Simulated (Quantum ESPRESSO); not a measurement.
# TePb (Fm-3m) in Quantum ESPRESSO: a series of runs

Aim: see how the results for TePb move with the level of theory and the settings. Levels: BLYP, RPBE, vdW-DF-cx, LDA, PBE. Tasks: phonons, dielectric tensor.

All numbers are computed with Quantum ESPRESSO 7.5; they aren't measurements. Logs are shortened: lines on timing, memory, paths and dates and some standing lists are left out, and cuts for length are marked.

**What was measured.**

From a printed reference work, monograph, for a bulk crystal of TePb: high-frequency dielectric constant 36.9 at 77 K; high-frequency dielectric constant 32.8 at 300 K.

The results are compared with them further down.

### Step 1. The crystal as given

The structure is cubic, space group Fm-3m (No. 225). The conventional cell has a = 6.462 Å, b = 6.462 Å, c = 6.462 Å, α = 90.00°, β = 90.00°, γ = 90.00°. Pb (site symmetry m-3m) has 6 Te at 3.23 Å as nearest neighbours. Around Te (site symmetry m-3m) lie 6 Pb at 3.23 Å.

### Step 2. Phonons, BLYP

pw.in

```
&CONTROL
  calculation = 'scf'
  prefix = 'pwscf'
  outdir = './tmp'
  pseudo_dir = './pseudo'
  tprnfor = .true.
  tstress = .true.
  disk_io = 'low'
/
&SYSTEM
  ibrav = 0
  A = 4.56932402
  nat = 2
  ntyp = 2
  ecutwfc = 45
  ecutrho = 360
  nbnd = 16
  input_dft = 'blyp'
  occupations = 'smearing'
  smearing = 'fd'
  degauss = 0.00367493
/
&ELECTRONS
  conv_thr = 4d-10
  electron_maxstep = 120
  mixing_beta = 0.5
/
ATOMIC_SPECIES
Pb   207.2000 pb_pbe_v1.uspp.F.UPF
Te   127.6000 te_pbe_v1.uspp.F.UPF
CELL_PARAMETERS alat
   0.0000000000    0.7071067812    0.7071067812
   0.7071067812    0.0000000000    0.7071067812
   0.7071067812    0.7071067812    0.0000000000
ATOMIC_POSITIONS alat
Pb     0.0000000000    0.0000000000    0.0000000000
Te     0.7071067812    0.7071067812    0.7071067812
K_POINTS automatic
6 6 6 1 1 1
```

relax.in

```
&CONTROL
  calculation = 'vc-relax'
  prefix = 'pwscf'
  outdir = './tmp'
  pseudo_dir = './pseudo'
  tprnfor = .true.
  tstress = .true.
  disk_io = 'low'
  nstep = 40
  forc_conv_thr = 0.0001
  etot_conv_thr = 1d-06
/
&SYSTEM
  ibrav = 0
  A = 4.56932402
  nat = 2
  ntyp = 2
  ecutwfc = 45
  ecutrho = 360
  nbnd = 16
  input_dft = 'blyp'
  occupations = 'smearing'
  smearing = 'fd'
  degauss = 0.00367493
/
&ELECTRONS
  conv_thr = 4d-10
  electron_maxstep = 120
  mixing_beta = 0.5
/
&IONS
  ion_dynamics = 'bfgs'
/
&CELL
  cell_dynamics = 'bfgs'
  press = 0
  press_conv_thr = 0.2
/
ATOMIC_SPECIES
Pb   207.2000 pb_pbe_v1.uspp.F.UPF
Te   127.6000 te_pbe_v1.uspp.F.UPF
CELL_PARAMETERS alat
   0.0000000000    0.7071067812    0.7071067812
   0.7071067812    0.0000000000    0.7071067812
   0.7071067812    0.7071067812    0.0000000000
ATOMIC_POSITIONS alat
Pb     0.0000000000    0.0000000000    0.0000000000
Te     0.7071067812    0.7071067812    0.7071067812
K_POINTS automatic
6 6 6 1 1 1
```

gamma.in

```
&CONTROL
  calculation = 'bands'
  prefix = 'pwscf'
  outdir = './tmp'
  pseudo_dir = './pseudo'
  disk_io = 'low'
  verbosity = 'high'
/
&SYSTEM
  ibrav = 0
  A = 4.76140034
  nat = 2
  ntyp = 2
  ecutwfc = 45
  ecutrho = 360
  nbnd = 16
  input_dft = 'blyp'
  occupations = 'smearing'
  smearing = 'fd'
  degauss = 0.00367493
/
&ELECTRONS
  conv_thr = 1d-08
  electron_maxstep = 120
  mixing_beta = 0.5
  diago_full_acc = .true.
  startingwfc = 'random'
/
ATOMIC_SPECIES
Pb   207.2000 pb_pbe_v1.uspp.F.UPF
Te   127.6000 te_pbe_v1.uspp.F.UPF
CELL_PARAMETERS alat
   0.0000000000    0.7071067814    0.7071067814
   0.7071067814    0.0000000000    0.7071067814
   0.7071067814    0.7071067814    0.0000000000
ATOMIC_POSITIONS alat
Pb     0.0000000000    0.0000000000    0.0000000000
Te     0.7071067814    0.7071067814    0.7071067814
K_POINTS crystal
1
0.0 0.0 0.0 1
```

scf2.in

```
&CONTROL
  calculation = 'scf'
  prefix = 'pwscf'
  outdir = './tmp'
  pseudo_dir = './pseudo'
  tprnfor = .true.
  tstress = .true.
  disk_io = 'low'
/
&SYSTEM
  ibrav = 0
  A = 4.76140034
  nat = 2
  ntyp = 2
  ecutwfc = 45
  ecutrho = 360
  nbnd = 16
  input_dft = 'blyp'
  occupations = 'fixed'
/
&ELECTRONS
  conv_thr = 1d-13
  electron_maxstep = 120
  mixing_beta = 0.5
  startingpot = 'file'
/
ATOMIC_SPECIES
Pb   207.2000 pb_pbe_v1.uspp.F.UPF
Te   127.6000 te_pbe_v1.uspp.F.UPF
CELL_PARAMETERS alat
   0.0000000000    0.7071067814    0.7071067814
   0.7071067814    0.0000000000    0.7071067814
   0.7071067814    0.7071067814    0.0000000000
ATOMIC_POSITIONS alat
Pb     0.0000000000    0.0000000000    0.0000000000
Te     0.7071067814    0.7071067814    0.7071067814
K_POINTS automatic
6 6 6 1 1 1
```

ph.in

```
phonons of TePb
&INPUTPH
  prefix = 'pwscf'
  outdir = './tmp'
  tr2_ph = 1d-18
  fildyn = 'dyn'
  niter_ph = 90
  alpha_mix(1) = 0.7
  epsil = .true.
/
0.0000000000 0.0000000000 0.0000000000
```

dynmat.in

```
&INPUT
  fildyn = 'dyn'
  asr = 'crystal'
  lperm = .true.
  filout = 'dynmat.disp'
  fileig = 'dynmat.eig'
/
```

dynmat_lo.in

```
&INPUT
  fildyn = 'dyn'
  asr = 'crystal'
  filout = 'dynmat_lo.disp'
  fileig = 'dynmat_lo.eig'
  q(1) = 0
  q(2) = 0
  q(3) = 1
/
```

Potentials or basis: GBRV 1.5 PBE.

On the command line:

```
$ OMP_NUM_THREADS=1 mpirun -n 4 pw.x -nk 4 -in pw.in > pw.out
$ OMP_NUM_THREADS=1 mpirun -n 4 pw.x -nk 4 -in relax.in > relax.out
$ OMP_NUM_THREADS=1 mpirun -n 4 pw.x -in gamma.in > gamma.out
$ OMP_NUM_THREADS=1 mpirun -n 4 pw.x -nk 4 -in scf2.in > scf2.out
$ OMP_NUM_THREADS=1 mpirun -n 4 ph.x -nk 4 -in ph.in > ph.out
$ OMP_NUM_THREADS=1 mpirun -n 1 dynmat.x -in dynmat.in > dynmat.out
$ OMP_NUM_THREADS=1 mpirun -n 1 dynmat.x -in dynmat_lo.in > dynmat_lo.out
```

pw.out:

```text
This program is part of the open-source Quantum ESPRESSO suite
     for quantum simulation of materials; please cite
         "P. Giannozzi et al., J. Phys.:Condens. Matter 21 395502 (2009);
         "P. Giannozzi et al., J. Phys.:Condens. Matter 29 465901 (2017);
         "P. Giannozzi et al., J. Chem. Phys. 152 154105 (2020);
     in publications or presentations arising from this work. More details at

     IMPORTANT: XC functional enforced from input :
     Exchange-correlation= BLYP
                           (   1   3   1   3   0   0   0)
     Any further DFT definition will be discarded
     Please, verify this is what you really want

     Message from routine setup:
     using ibrav=0 with symmetry is DISCOURAGED, use correct ibrav instead

     K-points division:     npool     =       4
     Subspace diagonalization in iterative solution of the eigenvalue problem:
     a serial algorithm will be used

     G-vector sticks info
     --------------------
     sticks:   dense  smooth     PW     G-vecs:    dense   smooth      PW
     Sum        1843     925    283                52345    18499    3119

     Using Slab Decomposition

     bravais-lattice index     =            0
     lattice parameter (alat)  =       8.6348  a.u.
     unit-cell volume          =     455.2369 (a.u.)^3
     number of atoms/cell      =            2
     number of atomic types    =            2
     number of electrons       =        20.00
     number of Kohn-Sham states=           16
     kinetic-energy cutoff     =      45.0000  Ry
     charge density cutoff     =     360.0000  Ry
     scf convergence threshold =      4.0E-10
     mixing beta               =       0.5000
     number of iterations used =            8  plain     mixing
     Exchange-correlation= BLYP
                           (   1   3   1   3   0   0   0)

     celldm(1)=   8.634771  celldm(2)=   0.000000  celldm(3)=   0.000000
     celldm(4)=   0.000000  celldm(5)=   0.000000  celldm(6)=   0.000000

[... 8 lines left out ...]
               b(3) = (  0.707107  0.707107 -0.707107 )

     PseudoPot. # 1 for Pb read from file:
     pb_pbe_v1.uspp.F.UPF
     Pseudo is Ultrasoft + core correction, Zval = 14.0
     Generated by new atomic code, or converted to UPF format
     Using radial grid of  899 points,  6 beta functions with:
                l(1) =   0
                l(2) =   0
                l(3) =   1
                l(4) =   1
                l(5) =   2
                l(6) =   2
     Q(r) pseudized with  6 coefficients,  rinner =    1.000   1.000   1.000
                                                       1.000   1.000

     PseudoPot. # 2 for Te read from file:
     te_pbe_v1.uspp.F.UPF
     Pseudo is Ultrasoft + core correction, Zval =  6.0
     Generated by new atomic code, or converted to UPF format
     Using radial grid of  891 points,  5 beta functions with:
                l(1) =   0
                l(2) =   0
                l(3) =   1
                l(4) =   1
                l(5) =   2
     Q(r) pseudized with  6 coefficients,  rinner =    1.800   1.800   1.800
                                                       1.800   1.800

     atomic species   valence    mass     pseudopotential
     Pb               14.00   207.20000     Pb( 1.00)
     Te                6.00   127.60000     Te( 1.00)

     48 Sym. Ops., with inversion, found

   Cartesian axes

     site n.     atom                  positions (alat units)
         1        Pb     tau(   1) = (   0.0000000   0.0000000   0.0000000  )
         2        Te     tau(   2) = (   0.7071068   0.7071068   0.7071068  )

     number of k points=    28  Fermi-Dirac smearing, width (Ry)=  0.0037
                       cart. coord. in units 2pi/alat
        k(    1) = (   0.0589256   0.0589256   0.0589256), wk =   0.0185185
        k(    2) = (   0.1767767   0.1767767  -0.0589256), wk =   0.0555556
        k(    3) = (   0.2946278   0.2946278  -0.1767767), wk =   0.0555556
        k(    4) = (  -0.2946278  -0.2946278   0.4124790), wk =   0.0555556
        k(    5) = (  -0.1767767  -0.1767767   0.2946278), wk =   0.0555556
        k(    6) = (  -0.0589256  -0.0589256   0.1767767), wk =   0.0555556
[... 20 lines left out ...]
        k(   27) = (   0.2946278   0.2946278   0.2946278), wk =   0.0185185
        k(   28) = (  -0.2946278  -0.2946278   0.8838835), wk =   0.0555556

     Dense  grid:    52345 G-vectors     FFT dimensions: (  54,  54,  54)

     Smooth grid:    18499 G-vectors     FFT dimensions: (  40,  40,  40)

     Initial potential from superposition of free atoms

     starting charge      19.9974, renormalised to      20.0000

     negative rho (up, down):  1.582E-02 0.000E+00
     Starting wfcs are   13 randomized atomic wfcs +    3 random wfcs

     Self-consistent Calculation

     iteration #  1     ecut=    45.00 Ry     beta= 0.50
     Davidson diagonalization with overlap
     ethr =  1.00E-02,  avg # of iterations =  6.1

     Threshold (ethr) on eigenvalues was too large:
     Diagonalizing with lowered threshold

     Davidson diagonalization with overlap
     ethr =  2.21E-04,  avg # of iterations =  3.2

     negative rho (up, down):  1.512E-02 0.000E+00

     total energy              =    -190.11806840 Ry
     estimated scf accuracy    <       0.04386759 Ry

     iteration #  2     ecut=    45.00 Ry     beta= 0.50
     Davidson diagonalization with overlap
     ethr =  2.19E-04,  avg # of iterations =  2.4
[... 69 lines left out ...]
     iteration # 10     ecut=    45.00 Ry     beta= 0.50
     Davidson diagonalization with overlap
     ethr =  6.94E-11,  avg # of iterations =  2.9

     negative rho (up, down):  1.462E-02 0.000E+00

     End of self-consistent calculation

          k = 0.0589 0.0589 0.0589 (  2307 PWs)   bands (ev):

    -8.8630  -8.8630  -8.8505  -8.8498  -8.8498  -4.0566   1.9607   6.5774
     6.5774   6.6711  11.6114  11.6815  11.6815  13.8256  14.0060  14.0060

          k = 0.1768 0.1768-0.0589 (  2315 PWs)   bands (ev):

    -8.8681  -8.8654  -8.8499  -8.8462  -8.8435  -3.7464   1.1585   6.1387
     6.9188   7.3175  10.1125  10.2823  11.7206  13.8428  14.3299  14.6909

          k = 0.2946 0.2946-0.1768 (  2324 PWs)   bands (ev):

    -8.8736  -8.8735  -8.8479  -8.8377  -8.8362  -3.0619  -0.1303   6.1342
     7.1000   7.7276   9.0305   9.2927  10.7051  14.6920  14.8836  15.6340

          k =-0.2946-0.2946 0.4125 (  2326 PWs)   bands (ev):

    -8.8783  -8.8738  -8.8474  -8.8349  -8.8331  -2.6630  -0.7104   6.5264
     6.7769   7.3636   9.2238   9.4979   9.8806  14.6922  15.8021  17.2133

          k =-0.1768-0.1768 0.2946 (  2326 PWs)   bands (ev):
[... 6 lines left out ...]
    -8.8679  -8.8619  -8.8515  -8.8470  -8.8465  -3.8996   1.5502   6.3582
     6.3993   7.3139  10.1532  11.6781  11.7287  13.3355  14.6021  14.7000

          k = 0.2946 0.0589 0.0589 (  2318 PWs)   bands (ev):

    -8.8784  -8.8597  -8.8535  -8.8417  -8.8409  -3.5972   1.0395   6.0117
     6.0452   7.2543   9.7432  11.8572  11.9352  12.7528  14.6902  15.7491

          k = 0.4125 0.1768-0.0589 (  2323 PWs)   bands (ev):

    -8.8894  -8.8619  -8.8523  -8.8363  -8.8344  -3.0584   0.2767   5.3955
     5.9230   6.5149  10.6139  11.0067  12.1147  13.1721  14.6913  16.7446

          k =-0.1768-0.4125 0.5303 (  2320 PWs)   bands (ev):

    -8.8911  -8.8678  -8.8458  -8.8377  -8.8309  -2.4985  -0.4965   5.0717
     5.5119   7.1275   9.6091  11.3948  11.9652  14.4860  14.6923  16.0183

          k =-0.0589-0.2946 0.4125 (  2321 PWs)   bands (ev):

    -8.8846  -8.8687  -8.8464  -8.8378  -8.8350  -2.8278  -0.1440   4.9940
     6.2170   7.4469   9.3176  10.4823  12.3846  14.3109  14.6917  16.2338

          k = 0.0589-0.1768 0.2946 (  2318 PWs)   bands (ev):

    -8.8761  -8.8646  -8.8506  -8.8418  -8.8392  -3.4526   0.6669   5.7713
     6.7199   7.4106   9.5018  10.4090  11.8839  13.4920  14.6912  15.3184

          k = 0.5303 0.0589 0.0589 (  2329 PWs)   bands (ev):

    -8.9092  -8.8579  -8.8542  -8.8298  -8.8292  -2.7568   0.4012   4.4761
     5.3716   5.4121  11.7644  12.7183  12.7217  13.0019  14.6907  17.8591

          k =-0.0589-0.5303 0.6482 (  2320 PWs)   bands (ev):

    -8.9124  -8.8570  -8.8548  -8.8308  -8.8262  -2.3977   0.0439   3.8190
     4.9542   6.0477  11.4741  12.1330  13.4063  13.9265  14.6911  17.0798

          k = 0.0589-0.4125 0.5303 (  2318 PWs)   bands (ev):

    -8.8975  -8.8655  -8.8451  -8.8386  -8.8296  -2.3824  -0.3923   4.2904
     5.3380   7.0034   9.9058  11.7620  13.1654  14.3924  14.6918  15.5568

          k = 0.1768-0.2946 0.4125 (  2328 PWs)   bands (ev):

    -8.8818  -8.8709  -8.8468  -8.8370  -8.8335  -2.7521  -0.4352   5.7536
     6.3701   7.3491   9.2615  10.1535  11.1027  14.6918  14.7426  16.7304

          k =-0.6482 0.0589 0.0589 (  2317 PWs)   bands (ev):

    -8.9192  -8.8590  -8.8527  -8.8265  -8.8260  -2.4669   0.3454   3.6549
     5.2187   5.2550  11.6141  13.0166  13.0926  14.2500  14.6908  18.3865

          k =-0.5303 0.1768-0.0589 (  2328 PWs)   bands (ev):

    -8.9033  -8.8590  -8.8539  -8.8326  -8.8294  -2.6570   0.0742   4.6291
     5.1131   6.2019  11.1458  12.1687  12.6314  13.2234  14.6913  17.4390

          k =-0.4125 0.0589 0.0589 (  2324 PWs)   bands (ev):

    -8.8935  -8.8569  -8.8558  -8.8354  -8.8346  -3.1864   0.6297   5.6459
     5.6534   5.8643  11.1613  11.9892  12.2993  12.5088  14.6905  17.0638

          k = 0.1768 0.1768 0.1768 (  2316 PWs)   bands (ev):

    -8.8685  -8.8685  -8.8493  -8.8426  -8.8426  -3.5979   0.7822   6.7299
     6.7299   7.2389  10.1034  10.3310  10.3310  14.1925  14.6919  14.9831

          k = 0.2946 0.2946 0.0589 (  2327 PWs)   bands (ev):
[... 21 lines left out ...]
    -8.8964  -8.8651  -8.8469  -8.8380  -8.8295  -2.5004  -0.2756   4.6918
     4.9407   7.3149   9.5921  12.1608  12.6680  14.1738  14.6918  15.8821

          k =-0.0589-0.2946 0.6482 (  2309 PWs)   bands (ev):

    -8.9042  -8.8627  -8.8473  -8.8385  -8.8262  -2.3173  -0.2342   4.1286
     4.5379   7.2206   9.8670  12.7661  13.3933  14.2117  14.6915  15.4875

          k =-0.7660 0.1768 0.1768 (  2320 PWs)   bands (ev):

    -8.9058  -8.8606  -8.8512  -8.8323  -8.8288  -2.3685  -0.2115   3.9824
     5.6579   5.8721  11.4576  11.5782  13.2609  13.6341  14.6915  17.0528

          k = 0.2946 0.2946 0.2946 (  2334 PWs)   bands (ev):

    -8.8746  -8.8746  -8.8482  -8.8348  -8.8348  -2.8603  -0.5161   6.9844
     6.9844   7.7765   8.9463   9.2863   9.2863  14.6920  15.8077  16.6815

          k =-0.2946-0.2946 0.8839 (  2324 PWs)   bands (ev):

    -8.8838  -8.8715  -8.8453  -8.8367  -8.8332  -2.5719  -0.6130   5.3759
     6.5680   6.9799   9.7435   9.8370  11.4822  14.6921  15.4717  16.1921

     the Fermi energy is     8.3765 ev

!    total energy              =    -190.13017171 Ry
     estimated scf accuracy    <          1.1E-11 Ry
     smearing contrib. (-TS)   =      -0.00000003 Ry
     internal energy E=F+TS    =    -190.13017168 Ry

     The total energy is F=E-TS. E is the sum of the following terms:
     one-electron contribution =     -45.95061359 Ry
     hartree contribution      =      35.18879911 Ry
     xc contribution           =     -77.27014711 Ry
     ewald contribution        =    -102.09821009 Ry

     convergence has been achieved in  10 iterations

     negative rho (up, down):  1.462E-02 0.000E+00

     Forces acting on atoms (cartesian axes, Ry/au):

     atom    1 type  1   force =    -0.00000000   -0.00000000    0.00000000
     atom    2 type  2   force =     0.00000000   -0.00000000   -0.00000000

     Total force =     0.000000     Total SCF correction =     0.000000

     Computing stress (Cartesian axis) and pressure

     negative rho (up, down):  1.462E-02 0.000E+00
          total   stress  (Ry/bohr**3)                   (kbar)     P=       52.50
   0.00035688   0.00000000   0.00000000           52.50        0.00        0.00
   0.00000000   0.00035688   0.00000000            0.00       52.50        0.00
   0.00000000   0.00000000   0.00035688            0.00        0.00       52.50

=------------------------------------------------------------------------------=
   JOB DONE.
=------------------------------------------------------------------------------=
```

Run time: 3.9 min. Hardware: 4 MPI ranks of Arm Neoverse V2, shared host; peak memory 0.8 GiB.

What came out:

```yaml
Free_energy: -2586.9845 eV
Relaxed_volume: 38.16 Å³/atom
Relaxed_cell: a = 4.761 Å, b = 4.761 Å, c = 4.761 Å, α = 60.00°, β = 60.00°, γ = 60.00°
Space_group_after_relaxing_to_0.05_Å: Fm-3m (No. 225)
Pressure_after_relaxing: 0.0 GPa
Electronic_dielectric_tensor_diagonal: 24.32
Born_charges_mean_of_the_diagonal: Pb +5.82; Te -5.81 e
Highest_phonon_frequency_at_Γ_LO-TO_splitting_left_out: 17 cm⁻¹
Most_unstable_mode: 37i cm⁻¹
```

Step by step:
| step | energy change (eV) | largest force (eV/Å) | pressure (GPa) | volume (Å³) |
| --- | --- | --- | --- | --- |
| 1 | 0.0000 | 0.0000 | 5.25 | 67.46 |
| 2 | -0.0517 | 0.0000 | 3.88 | 69.28 |
| 3 | -0.0923 | 0.0000 | 2.54 | 71.32 |
| 4 | -0.1248 | 0.0000 | 0.84 | 74.46 |
| 5 | -0.1295 | 0.0000 | 0.09 | 76.12 |
| 6 | -0.1296 | 0.0000 | 0.00 | 76.32 |
| 7 | -0.1296 | 0.0000 | 0.00 | 76.33 |

Final structure:
```
Pb Te
1.0
     0.00000    3.36682    3.36682
     3.36682    0.00000    3.36682
     3.36682    3.36682    0.00000
Pb Te
1 1
Cartesian
  0.0000 0.0000 0.0000
  3.3668 3.3668 3.3668
```

Phonon frequencies in cm⁻¹ (negative: imaginary):
| q point | frequencies |
| --- | --- |
| (0.000, 0.000, 0.000) | -37 -37 -37 17 17 17 |

Electronic dielectric tensor:
```
24.32  0.00  0.00
 0.00 24.32  0.00
 0.00  0.00 24.32
```

Born effective charge tensors (e):
atom 1, Pb
```
5.82 0.00 0.00
0.00 5.82 0.00
0.00 0.00 5.82
```
atom 2, Te
```
-5.81  0.00  0.00
 0.00 -5.81  0.00
 0.00  0.00 -5.81
```

Optical modes at Γ, degenerate ones joined, polar ones without the macroscopic field:
| cm⁻¹ | components | symmetry | active in | IR intensity, summed ((D/Å)²/amu) |
| --- | --- | --- | --- | --- |
| 35i | 3 | T1u | IR | 29.64 |

Zone-centre frequencies without and with the macroscopic field along z (cm⁻¹):
|  | optical modes in rising order |
| --- | --- |
| without | 35i 35i 35i |
| with the field | 35i 35i 100 |

Caveat: the potentials were made for another functional, which shifts forces and pressure; some modes are imaginary.

[end of part 1 of 5]
